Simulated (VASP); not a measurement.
# ZrC (Fm-3m) in VASP: notebook

One crystal, ZrC, is run at these levels: PBEsol, PBE, revPBE+U; tasks: relaxation of cell and atoms, single point.

Program: VASP 6.6.1. These are calculated values, not measurements. Logs are shortened: lines on timing, memory, paths and dates and some standing lists are left out, and cuts for length are marked.

### Step 1. Starting point

The structure is cubic, space group Fm-3m (No. 225). Conventional cell: a = 4.730 Å, b = 4.730 Å, c = 4.730 Å, α = 90.00°, β = 90.00°, γ = 90.00°. Zr (site symmetry m-3m) is surrounded by 6 C at 2.37 Å. C (site symmetry m-3m) is surrounded by 6 Zr at 2.37 Å.

### Step 2. Relaxation of cell and atoms, PBEsol, target pressure 30 GPa, at which the enthalpy is minimised

The input, INCAR:

```
ALGO = Fast
EDIFF = 1E-6
EDIFFG = -0.01
ENCUT = 600
GGA = PS
IBRION = 2
ISIF = 3
ISMEAR = -1
LASPH = True
LCHARG = False
LREAL = False
LWAVE = False
NELM = 60
NSW = 60
PREC = Accurate
PSTRESS = 300
SIGMA = 0.05
```

The input, KPOINTS:

```
k-points
0
Gamma
  10 10 10
```

The input, POSCAR:

```
ZrC
1.0
    0.0000000000      2.3650000000      2.3650000000
    2.3650000000      0.0000000000      2.3650000000
    2.3650000000      2.3650000000      0.0000000000
Zr C
1 1
Direct
    0.5000000000      0.5000000000      0.5000000000
    0.0000000000      0.0000000000      0.0000000000
```

Potentials or basis: VASP PAW PBE potentials, release 64 (Zr_sv, C).

Launch:

```console
$ cat potpaw_PBE.64/Zr_sv/POTCAR potpaw_PBE.64/C/POTCAR > POTCAR
$ mpirun -np 1 vasp_std > vasp.out
```

OUTCAR:

```text
EDIFF = 1E-6
   EDIFFG = -0.01
   ENCUT = 600
   GGA = PS
   IBRION = 2
   ISIF = 3
   ISMEAR = -1
   LASPH = True
   LREAL = False
   NELM = 60
   NSW = 60
   PREC = Accurate
   PSTRESS = 300

 ion  position               nearest neighbor table
   1  0.500  0.500  0.500-   2 2.37   2 2.37   2 2.37   2 2.37   2 2.37   2 2.37
   2  0.000  0.000  0.000-   1 2.37   1 2.37   1 2.37   1 2.37   1 2.37   1 2.37

  LATTYP: Found a face centered cubic cell.
 ALAT       =     4.7300000000

  Lattice vectors:

 A1 = (   0.0000000000,   2.3650000000,   2.3650000000)
 A2 = (   2.3650000000,   0.0000000000,   2.3650000000)
 A3 = (   2.3650000000,   2.3650000000,   0.0000000000)

Analysis of symmetry for initial positions (statically):
=====================================================================
 Subroutine PRICEL returns:
 Original cell was already a primitive cell.

 Routine SETGRP: Setting up the symmetry group for a
 face centered cubic supercell.

 Subroutine GETGRP returns: Found 48 space group operations
 (whereof 48 operations were pure point group operations)
 out of a pool of 48 trial point group operations.

The static configuration has the point symmetry O_h .

Analysis of symmetry for dynamics (positions and initial velocities):
=====================================================================
 Subroutine PRICEL returns:
 Original cell was already a primitive cell.

 Routine SETGRP: Setting up the symmetry group for a
 face centered cubic supercell.

 Subroutine GETGRP returns: Found 48 space group operations
 (whereof 48 operations were pure point group operations)
 out of a pool of 48 trial point group operations.

The dynamic configuration has the point symmetry O_h .

 Subroutine INISYM returns: Found 48 space group operations
 (whereof 48 operations are pure point group operations),
 and found     1 'primitive' translations

----------------------------------------------------------------------------------------

                                     Primitive cell

  volume of cell :      26.4560

  direct lattice vectors                    reciprocal lattice vectors
     0.000000000  2.365000000  2.365000000    -0.211416490  0.211416490  0.211416490
     2.365000000  0.000000000  2.365000000     0.211416490 -0.211416490  0.211416490
     2.365000000  2.365000000  0.000000000     0.211416490  0.211416490 -0.211416490

  length of vectors
     3.344615075  3.344615075  3.344615075     0.366184103  0.366184103  0.366184103

  position of ions in fractional coordinates (direct lattice)
     0.500000000  0.500000000  0.500000000
     0.000000000  0.000000000  0.000000000

  ion indices of the primitive-cell ions
   primitive index   ion index
                 1           1
                 2           2

----------------------------------------------------------------------------------------

 KPOINTS: k-points

Automatic generation of k-mesh.
 Grid dimensions read from file:
 generate k-points for:   10   10   10

 Generating k-lattice:

  Cartesian coordinates                     Fractional coordinates (reciprocal lattice)
    -0.021141649  0.021141649  0.021141649     0.100000000  0.000000000  0.000000000
     0.021141649 -0.021141649  0.021141649     0.000000000  0.100000000  0.000000000
     0.021141649  0.021141649 -0.021141649     0.000000000  0.000000000  0.100000000

  Length of vectors
     0.036618410  0.036618410  0.036618410

  Shift w.r.t. Gamma in fractional coordinates (k-lattice)
     0.000000000  0.000000000  0.000000000

 Subroutine IBZKPT returns following result:
 ===========================================

 Found     47 irreducible k-points:

 Following reciprocal coordinates:
            Coordinates               Weight
  0.000000  0.000000  0.000000      1.000000
  0.100000  0.000000  0.000000      8.000000
  0.200000  0.000000  0.000000      8.000000
  0.300000  0.000000  0.000000      8.000000
  0.400000  0.000000  0.000000      8.000000
  0.500000  0.000000  0.000000      4.000000
[... 16 lines left out ...]
  0.300000  0.300000  0.000000      6.000000
  0.400000  0.300000  0.000000     24.000000
 [... further k-points ...]
   k-points           NKPTS =     47   k-points in BZ     NKDIM =     47   number of bands    NBANDS=     12
   number of dos      NEDOS =    301   number of ions     NIONS =      2
   total plane-waves  NPLWV =  21952
   dimension x,y,z NGX =    28 NGY =   28 NGZ =   28
   dimension x,y,z NGXF=    56 NGYF=   56 NGZF=   56
   ions per type =               1   1
   NGX,Y,Z   is equivalent  to a cutoff of  13.92, 13.92, 13.92 a.u.
   NGXF,Y,Z  is equivalent  to a cutoff of  27.84, 27.84, 27.84 a.u.
 SYSTEM =  unknown system
   PREC   = accura    normal or accurate (medium, high low for compatibility)
   ISTART =      0    job   : 0-new  1-cont  2-samecut
   ICHARG =      2    charge: 1-file 2-atom 10-const
   ISPIN  =      1    spin polarized calculation?
   LNONCOLLINEAR =      F non collinear calculations
   LSORBIT =      F    spin-orbit coupling
   LASPH  =      T    aspherical Exc in radial PAW
   ENCUT  =  600.0 eV  44.10 Ry    6.64 a.u.   6.68  6.68  6.68*2*pi/ulx,y,z
   NELM   =     60;   NELMIN=  2; NELMDL= -5     # of ELM steps
   EDIFF  = 0.1E-05   stopping-criterion for ELM
   LREAL  =      F    real-space projection
   EDIFFG = -.1E-01   stopping-criterion for IOM
   NSW    =     60    number of steps for IOM
   IBRION =      2    ionic relax: 0-MD 1-quasi-New 2-CG
   NFREE  =      1    steps in history (QN), initial steepest desc. (CG)
   ISIF   =      3    stress and relaxation
   ISYM   =      2    0-nonsym 1-usesym 2-fastsym
   POTIM  = 0.5000    time-step for ionic-motion
   TEBEG  =    0.0;   TEEND  =   0.0 temperature during run
   PSTRESS=  300.0 pullay stress
   NELECT =      16.0000    total number of electrons
   NUPDOWN=      -1.0000    fix difference up-down
   EMIN   =  10.00;   EMAX   =-10.00  energy-range for DOS
   EFERMI =   0.00;   METHOD = LEGACY
   ISMEAR =    -1;   SIGMA  =   0.05  broadening in eV -4-tet -1-fermi 0-gaus
   EFERMI_NEDOS =   21; number of points for ismear=-14 and -15
   IALGO  =     68    algorithm
   IMIX   =      4    mixing-type and parameters
     AMIX     =   0.40;   BMIX     =  1.00
     AMIX_MAG =   1.60;   BMIX_MAG =  1.00
  volume/ion in A,a.u.               =      13.23        89.27
  Fermi-wavevector in a.u.,A,eV,Ry     =   1.384439  2.616209 26.077880  1.916670
  Thomas-Fermi vector in A             =   2.508943
   LORBIT       =      0    0 simple, 1 ext, 2 COOP (PROOUT), +10 PAW based schemes
   GGA     = PS    functional components
   LHFCALC =     F    Hartree Fock is set to
   AEXX    =    0.0000 exact exchange contribution
   IVDW    =     0    specifies the selected vdW correction
   LEPSILON=     F    determine dielectric tensor
   LRPA    =     F    only Hartree local field effects (RPA)
 conjugate gradient relaxation of ions
 non-spin polarized calculation
 RMM-DIIS sequential band-by-band and
  energy-cutoff  :      600.00
  volume of cell :       26.46
 maximum number of plane-waves:       903
   NGX = 13   NGY = 13   NGZ = 13

--------------------------------------- Ionic step        1  -------------------------------------------

 number of electron      16.0000000 magnetization

 Free energy of the ion-electron system (eV)
  ---------------------------------------------------
  ext. energy  EPLUGINS =         0.00000000
  ---------------------------------------------------
  free energy    TOTEN  =       -20.54794955 eV

  energy without entropy =      -20.54530760  energy(sigma->0) =      -20.54662858

 E-fermi :   9.2866     XC(G=0): -12.1874

 val. band max:        9.2155258172   @ k =   0.1000   0.0000   0.0000
 cond. band min:       9.3276671226   @ k =   0.5000   0.5000   0.0000
 fundamental gap:      0.1121413053
 Fermi energy:         9.2866159213

 k-point     1 :       0.0000    0.0000    0.0000
  band No.  band energies     occupation
      1     -38.7696      2.00000
      2     -16.5227      2.00000
      3     -16.5227      2.00000
      4     -16.5227      2.00000
      5      -1.9377      2.00000
      6      10.2240      0.00000
      7      10.2240      0.00000
      8      10.2240      0.00000
      9      10.3279      0.00000
     10      10.3279      0.00000
     11      10.3279      0.00000
     12      12.0291      0.00000

 k-point     2 :       0.1000    0.0000    0.0000
  band No.  band energies     occupation
      1     -38.7607      2.00000
      2     -16.6057      2.00000
      3     -16.5301      2.00000
      4     -16.5301      2.00000
      5      -1.7170      2.00000
      6       8.9120      1.99889
      7       9.2155      1.61124
      8       9.2155      1.61124
      9      10.6994      0.00000
     10      10.6996      0.00000
     11      11.1484      0.00000
     12      13.1264      0.00000
[... 473 lines left out ...]
  FREE ENERGIE OF THE ION-ELECTRON SYSTEM (eV)
  ---------------------------------------------------
  free  energy   TOTEN  =       -20.3827691041 eV

  energy  without entropy=      -20.3804414458  energy(sigma->0) =      -20.38160527

  enthalpy is  TOTEN    =       -16.0565183194 eV   P V=        4.3262507847

--------------------------------------- Ionic step        5  -------------------------------------------

 number of electron      16.0000000 magnetization

 Free energy of the ion-electron system (eV)
  ---------------------------------------------------
  ext. energy  EPLUGINS =         0.00000000
  ---------------------------------------------------
  free energy    TOTEN  =       -20.35861739 eV

  energy without entropy =      -20.35630692  energy(sigma->0) =      -20.35746215

 E-fermi :  10.9992     XC(G=0): -12.8943

 val. band max:       10.8051518728   @ k =   0.1000   0.0000   0.0000
 cond. band min:      11.0024558815   @ k =   0.4000   0.4000   0.0000
 fundamental gap:      0.1973040087
 Fermi energy:        10.9992011079

 k-point     1 :       0.0000    0.0000    0.0000
  band No.  band energies     occupation
      1     -36.5624      2.00000
      2     -14.1925      2.00000
      3     -14.1925      2.00000
      4     -14.1925      2.00000
      5      -0.7159      2.00000
      6      11.9463      0.00000
      7      11.9463      0.00000
      8      11.9463      0.00000
      9      12.0436      0.00000
     10      12.0436      0.00000
     11      12.0436      0.00000
     12      14.1253      0.00000

 k-point     2 :       0.1000    0.0000    0.0000
  band No.  band energies     occupation
      1     -36.5456      2.00000
      2     -14.3345      2.00000
      3     -14.2037      2.00000
      4     -14.2037      2.00000
      5      -0.4344      2.00000
      6      10.5023      1.99990
      7      10.8052      1.95957
      8      10.8052      1.95957
      9      12.4799      0.00000
     10      12.4799      0.00000
     11      12.9908      0.00000
     12      15.3813      0.00000
[... 352 lines left out ...]
 POSITION                                       TOTAL-FORCE (eV/Angst)
 -----------------------------------------------------------------------------------
      2.25624      2.25624      2.25624        -0.000000      0.000000      0.000000
      0.00000      0.00000      0.00000         0.000000     -0.000000     -0.000000
 -----------------------------------------------------------------------------------
    total drift:                                0.000000      0.000000      0.000000

  FREE ENERGIE OF THE ION-ELECTRON SYSTEM (eV)
  ---------------------------------------------------
  free  energy   TOTEN  =       -20.3586173872 eV

  energy  without entropy=      -20.3563069212  energy(sigma->0) =      -20.35746215

  enthalpy is  TOTEN    =       -16.0573400585 eV   P V=        4.3012773287

 reached required accuracy - stopping structural energy minimisation
```

Wall time 2.4 min (1 thread of Intel Xeon Platinum 8488C (Sapphire Rapids), shared host); peak memory 0.19 GiB.

Results:

```
Free energy                                            : -20.3586 eV
Relaxed volume                                         : 11.49 Å³/atom
Relaxed cell                                           : a = 3.191 Å, b = 3.191 Å, c = 3.191 Å, α = 60.00°, β = 60.00°, γ = 60.00°
Space group after relaxing (to 0.05 Å)                 : Fm-3m (No. 225)
Energy change on relaxing (the enthalpy is what falls) : +94.7 meV/atom
Ionic steps                                            : 5
Pressure after relaxing                                : 30.0 GPa
Band gap on the k mesh                                 : none (metal or under the smearing width)
```

Step by step:
```csv
step,energy change (eV),largest force (eV/Å),pressure (GPa),volume (Å³)
1,0.0000,0.0000,-8.24,26.46
2,5.2863,0.0000,263.31,16.12
3,0.1127,0.0000,23.31,23.43
4,0.1652,0.0000,28.01,23.10
5,0.1893,0.0000,30.02,22.97
```

Final structure:
```yaml
crystal:
  lattice:
    - [0.00000, 2.25624, 2.25624]
    - [2.25624, 0.00000, 2.25624]
    - [2.25624, 2.25624, 0.00000]
  atoms:
    - { symbol: Zr, position: [0.50000, 0.50000, 0.50000] }
    - { symbol: C, position: [0.00000, 0.00000, 0.00000] }
```

Caveat: the cell is relaxed towards a set pressure, so the enthalpy falls and the energy may rise; the PAW data sets were made with another functional, which shifts forces and pressure a little.

### Step 3. Single point, PBE

The input, INCAR:

```
  PREC = Accurate
  ENCUT = 520
  EDIFF = 1E-6
  ISMEAR = 0
  SIGMA = 0.02
  LREAL = False
  LASPH = True
  NELM = 60
  ALGO = Normal
  ISIF = 2
  LWAVE = False
  LCHARG = True
  GGA = PE
  LELF = True
  LVHAR = True
```

The input, KPOINTS:

```
regular mesh
0
Gamma
  10 10 10
```

POSCAR is that of step 2.

Potentials or basis: VASP PAW PBE potentials, release 54 (Zr_sv, C).

Launch:

```console
$ cat potpaw_PBE.54/Zr_sv/POTCAR potpaw_PBE.54/C/POTCAR > POTCAR
$ mpirun -np 1 vasp_std > vasp.out
```

Run time: 20 s. Hardware: 1 thread of Intel Xeon Platinum 8259CL at 2.50GHz (Skylake/Cascade Lake), shared host; peak memory 0.16 GiB.

It converged, with:

| Item | Value |
| --- | --- |
| Free energy | -19.4573 eV |
| Pressure | -2.7 GPa |
| Band gap on the k mesh | none (metal or under the smearing width) |

Levels at points of the mesh, in eV from the Fermi level:
```csv
k point,band 4,band 5,band 6,band 7,band 8,band 9,band 10,band 11,band 12
"(0.00, 0.00, 0.00)",-25.89,-11.23,0.94,0.94,0.94,1.10,1.10,1.10,2.77
"(0.50, 0.00, 0.00)",-25.96,-8.25,-5.21,-2.86,-2.86,4.41,4.41,5.22,6.46
"(0.50, 0.50, 0.00)",-26.16,-10.06,-2.08,-1.69,0.05,0.05,4.36,5.54,5.54
```

(Continued in part 2 of 2.)
